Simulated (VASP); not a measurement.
VASP 6.6.1, r²SCAN single-point calculation, ZnSe (strained zincblende)

INCAR

```
IBRION = -1
ISIF = 2
LREAL = .FALSE.
METAGGA = R2SCAN
PREC = Accurate
NELM = 120
LASPH = .TRUE.
NSW = 0
ISMEAR = 0
EDIFF = 1E-7
ALGO = Normal
LWAVE = .FALSE.
SIGMA = 0.01
LCHARG = .FALSE.
NBANDS = 16
ENCUT = 520
```

KPOINTS

```
KPOINTS created by Atomic Simulation Environment
0
Gamma
8 8 8
0 0 0
```

KPOINTS_OPT

```
special points
6
Reciprocal
0.0000000000 0.0000000000 0.0000000000 1
-0.5000000000 -0.5000000000 0.0000000000 1
-0.3750000000 -0.3750000000 0.2500000000 1
-0.3750000000 0.0000000000 0.3750000000 1
0.0000000000 0.0000000000 0.5000000000 1
-0.5000000000 -0.2500000000 0.2500000000 1
```

POSCAR

```
Zn Se
 1.0000000000000000
     0.0000000000000000    2.7899343746000000    2.7899343746000000
     2.7899343746000000    0.0000000000000000    2.7899343746000000
     2.7899343746000000    2.7899343746000000    0.0000000000000000
 Zn  Se
   1   1
Cartesian
  0.0000000000000000  0.0000000000000000  0.0000000000000000
  1.3949671873000000  1.3949671873000000  1.3949671873000000
```

VASP ran with the recommended PBE PAW datasets (18 valence electrons in the cell).

Command

```
mpirun -np 1 vasp_std
```

OSZICAR

```
N       E                     dE             d eps       ncg     rms          rms(c)
DAV:   1     0.688289636695E+02    0.68829E+02   -0.91259E+03   928   0.136E+03
DAV:   2    -0.220898182899E+02   -0.90919E+02   -0.85078E+02  1056   0.260E+02
DAV:   3    -0.276033448130E+02   -0.55135E+01   -0.54952E+01  1160   0.634E+01
DAV:   4    -0.276432545126E+02   -0.39910E-01   -0.39907E-01  1128   0.583E+00
DAV:   5    -0.276434156709E+02   -0.16116E-03   -0.16116E-03  1200   0.328E-01    0.549E+00
DAV:   6    -0.249050483838E+02    0.27384E+01   -0.13173E+00   968   0.329E+01    0.499E+00
DAV:   7    -0.248743456081E+02    0.30703E-01   -0.31036E-01  1152   0.902E+00    0.237E+00
DAV:   8    -0.248869521592E+02   -0.12607E-01   -0.34952E-02  1192   0.172E+00    0.548E-01
DAV:   9    -0.248884161390E+02   -0.14640E-02   -0.43590E-03  1200   0.157E+00    0.922E-02
DAV:  10    -0.248885297025E+02   -0.11356E-03   -0.95612E-04  1176   0.400E-01    0.568E-02
DAV:  11    -0.248885132608E+02    0.16442E-04   -0.43730E-04  1192   0.511E-01    0.483E-02
DAV:  12    -0.248884949080E+02    0.18353E-04   -0.14875E-04  1160   0.317E-01    0.762E-03
DAV:  13    -0.248885007697E+02   -0.58617E-05   -0.13346E-05  1224   0.671E-02    0.546E-03
DAV:  14    -0.248884994504E+02    0.13192E-05   -0.36121E-06  1136   0.377E-02    0.130E-03
DAV:  15    -0.248885003329E+02   -0.88244E-06   -0.15113E-07   728   0.867E-03    0.270E-04
DAV:  16    -0.248885001853E+02    0.14761E-06   -0.44038E-08   512   0.215E-03    0.417E-04
DAV:  17    -0.248885002825E+02   -0.97258E-07   -0.62866E-09   496   0.135E-03
   1 F= -.24888500E+02 E0= -.24888500E+02  d E =-.209609E-19
       N       E                     dE             ncg
DAV:   1     0.763116652613E+03   -0.32666E+04      192
DAV:   2     0.240443937111E+03   -0.52267E+03      216
DAV:   3     0.208257624157E+03   -0.32186E+02      248
DAV:   4     0.208055574507E+03   -0.20205E+00      240
DAV:   5     0.208054815007E+03   -0.75950E-03      256
DAV:   6     0.208054809308E+03   -0.56986E-05      248
DAV:   7     0.208054809253E+03   -0.55122E-07      208
```

From OUTCAR

```
k-points           NKPTS =     29   k-points in BZ     NKDIM =     29   number of bands    NBANDS=     16

   NELECT =      18.0000    total number of electrons

   dimension x,y,z NGX =    30 NGY =   30 NGZ =   30
   dimension x,y,z NGXF=    60 NGYF=   60 NGZF=   60

  energy-cutoff  :      520.00
  volume of cell :       43.43
      direct lattice vectors                 reciprocal lattice vectors
     0.000000000  2.789934375  2.789934375    -0.179215685  0.179215685  0.179215685
     2.789934375  0.000000000  2.789934375     0.179215685 -0.179215685  0.179215685
     2.789934375  2.789934375  0.000000000     0.179215685  0.179215685 -0.179215685

 k-points in reciprocal lattice and weights: KPOINTS created by Atomic Simulation Env
   0.00000000  0.00000000  0.00000000       0.002
   0.12500000  0.00000000  0.00000000       0.016
   0.25000000  0.00000000  0.00000000       0.016
   0.37500000  0.00000000  0.00000000       0.016
   0.50000000  0.00000000  0.00000000       0.008
   0.12500000  0.12500000  0.00000000       0.012
   0.25000000  0.12500000  0.00000000       0.047
   0.37500000  0.12500000  0.00000000       0.047
   ...

 E-fermi :   1.7731

 k-point     1 :       0.0000    0.0000    0.0000
  band No.  band energies     occupation
      1     -12.3237      2.00000
      2      -5.1607      2.00000
      3      -5.1607      2.00000
      4      -5.1607      2.00000
      5      -4.7046      2.00000
      6      -4.7046      2.00000
      7       1.7140      2.00000
      8       1.7140      2.00000
      9       1.7140      2.00000
     10       3.7887      0.00000
     11       8.0077      0.00000
     12       8.0079      0.00000
     13       8.0079      0.00000
     14      12.5137      0.00000
     15      13.8364      0.00000
     16      13.8365      0.00000

 k-point     2 :       0.1250    0.0000    0.0000
  band No.  band energies     occupation
      1     -12.2100      2.00000
      2      -5.1545      2.00000
      3      -5.1421      2.00000
      4      -5.1420      2.00000
      5      -4.7062      2.00000
      6      -4.7062      2.00000
      7       0.4249      2.00000
      8       1.5468      2.00000
      9       1.5469      2.00000
     10       4.7002      0.00000
     11       7.9810      0.00000
     12       8.2852      0.00000
     13       8.2854      0.00000
     14      13.0076      0.00000
     15      13.0076      0.00000
     16      13.4049      0.00000

 k-point     3 :       0.2500    0.0000    0.0000
  band No.  band energies     occupation
      1     -11.9134      2.00000
      2      -5.1006      2.00000
      3      -5.1006      2.00000
      4      -5.0975      2.00000
      5      -4.7048      2.00000
      6      -4.7047      2.00000
      7      -1.4478      2.00000
      8       1.1896      2.00000
      9       1.1896      2.00000
     10       5.1202      0.00000
     11       8.6782      0.00000
     12       8.6784      0.00000
     13       8.9526      0.00000
     14      12.7785      0.00000
     15      12.7785      0.00000
     16      13.1455      0.00000

 k-point     4 :       0.3750    0.0000    0.0000
  band No.  band energies     occupation
      1     -11.5777      2.00000
      2      -5.0664      2.00000
      3      -5.0664      2.00000
      4      -4.8821      2.00000
      5      -4.6933      2.00000
      6      -4.6932      2.00000
      7      -3.0403      2.00000
      8       0.8779      2.00000
      9       0.8779      2.00000
     10       4.9519      0.00000
     11       8.6528      0.00000
     12       8.6529      0.00000
     13      10.4655      0.00000
     14      12.9532      0.00000
     15      14.0316      0.00000
     16      14.0316      0.00000

 k-point     5 :       0.5000    0.0000    0.0000
  band No.  band energies     occupation
      1     -11.4238      2.00000
      2      -5.0550      2.00000
      3      -5.0550      2.00000
      4      -4.6848      2.00000
      5      -4.6847      2.00000
      6      -4.5323      2.00000
      7      -3.9097      2.00000
      8       0.7584      2.00000
      9       0.7584      2.00000
     10       4.8550      0.00000
     11       8.5629      0.00000
     12       8.5630      0.00000
     13      10.9184      0.00000
     14      13.6896      0.00000
     15      15.7259      0.00000
     16      15.7259      0.00000

 k-point     6 :       0.1250    0.1250    0.0000
  band No.  band energies     occupation
      1     -12.1720      2.00000
      2      -5.1719      2.00000
      3      -5.1259      2.00000
      4      -5.1259      2.00000
      5      -4.7178      2.00000
      6      -4.6963      2.00000
      7       0.4673      2.00000
      8       1.2467      2.00000
      9       1.2467      2.00000
     10       5.1485      0.00000
     11       7.2202      0.00000
     12       8.7428      0.00000
     13       8.7429      0.00000
     14      11.7074      0.00000
     15      13.8989      0.00000
     16      14.0718      0.00000

 k-point     7 :       0.2500    0.1250    0.0000
  band No.  band energies     occupation
      1     -11.9354      2.00000
      2      -5.1548      2.00000
      3      -5.0824      2.00000
      4      -5.0796      2.00000
      5      -4.7244      2.00000
      6      -4.6890      2.00000
      7      -0.9457      2.00000
      8       0.8282      2.00000
      9       0.9025      2.00000
     10       5.8396      0.00000
     11       7.1923      0.00000
     12       9.1780      0.00000
     13       9.3703      0.00000
     14      11.4396      0.00000
     15      13.9399      0.00000
     16      14.6871      0.00000

 k-point     8 :       0.3750    0.1250    0.0000
  band No.  band energies     occupation
      1     -11.6074      2.00000
      2      -5.0858      2.00000
      3      -5.0426      2.00000
      4      -4.9663      2.00000
      5      -4.7045      2.00000
      6      -4.6812      2.00000
      7      -2.5153      2.00000
      8       0.4357      2.00000
      9       0.5382      2.00000
     10       5.7640      0.00000
     11       7.9615      0.00000
     12       9.4399      0.00000
     13       9.4858      0.00000
     14      12.8189      0.00000
     15      14.2757      0.00000
     16      14.8104      0.00000

 k-point     9 :       0.5000    0.1250    0.0000
  band No.  band energies     occupation
      1     -11.3839      2.00000
      2      -5.0544      2.00000
      3      -5.0279      2.00000
      4      -4.7432      2.00000
      5      -4.6823      2.00000
      6      -4.5615      2.00000
      7      -3.6410      2.00000
      8       0.0502      2.00000
      9       0.5035      2.00000
     10       5.6532      0.00000
     11       8.0186      0.00000
     12       9.1625      0.00000
     13      10.8950      0.00000
     14      13.4639      0.00000
     15      15.1666      0.00000
     16      15.7365      0.00000

 k-point    10 :      -0.3750    0.1250    0.0000
  band No.  band energies     occupation
      1     -11.4356      2.00000
      2      -5.0507      2.00000
      3      -5.0395      2.00000
      4      -4.7727      2.00000
      5      -4.7010      2.00000
      6      -4.6453      2.00000
      7      -3.3457      2.00000
      8      -0.0831      2.00000
      9       0.7353      2.00000
     10       5.7138      0.00000
     11       8.1974      0.00000
     12       8.9841      0.00000
     13      10.6974      0.00000
     14      13.5717      0.00000
     15      13.8318      0.00000
     16      15.7596      0.00000

 k-point    11 :      -0.2500    0.1250    0.0000
  band No.  band energies     occupation
      1     -11.7199      2.00000
      2      -5.0750      2.00000
      3      -5.0715      2.00000
      4      -5.0320      2.00000
      5      -4.7185      2.00000
      6      -4.6829      2.00000
      7      -2.0248      2.00000
      8       0.1211      2.00000
      9       1.1342      2.00000
     10       5.8643      0.00000
     11       8.4429      0.00000
     12       8.8510      0.00000
     13       9.1828      0.00000
     14      12.0356      0.00000
     15      13.9051      0.00000
     16      14.9658      0.00000

 k-point    12 :      -0.1250    0.1250    0.0000
  band No.  band energies     occupation
      1     -12.0345      2.00000
      2      -5.1407      2.00000
      3      -5.1194      2.00000
      4      -5.1027      2.00000
      5      -4.7176      2.00000
      6      -4.6962      2.00000
      7      -0.5433      2.00000
      8       0.7428      2.00000
      9       1.4911      2.00000
     10       5.5217      0.00000
     11       7.7886      0.00000
     12       8.4539      0.00000
     13       9.0139      0.00000
     14      11.9555      0.00000
     15      13.0739      0.00000
     16      14.6043      0.00000

 ...

  Total        0.9291026      0.9291026      0.9291026      0.0000000      0.0000000     -0.0000000
  in kB       34.2738048     34.2738048     34.2738048      0.0000000      0.0000000     -0.0000000
  external PRESSURE =      34.2738048 kB  Pullay stress =       0.0000000 kB

 POSITION                                       TOTAL-FORCE (eV/Angst)
 -----------------------------------------------------------------------------------
      0.00000      0.00000      0.00000         0.000000      0.000000      0.000000
      1.39497      1.39497      1.39497        -0.000000     -0.000000     -0.000000
 -----------------------------------------------------------------------------------
    total drift:                                0.000029      0.000029      0.000030

  FREE ENERGIE OF THE ION-ELECTRON SYSTEM (eV)
  ---------------------------------------------------
  free  energy   TOTEN  =       -24.8885002825 eV

  energy  without entropy=      -24.8885002825  energy(sigma->0) =      -24.88850028
```

- gap between bands v and c: 2.07 eV
- least direct gap: 2.07 eV
- pressure: 3.4 GPa

Band v is the last that the valence electrons fill when counted band by band, and c is the next.

The run took about 93 s on one core of a shared host (Intel Xeon Platinum 8488C) and held 0.18 GiB at most.
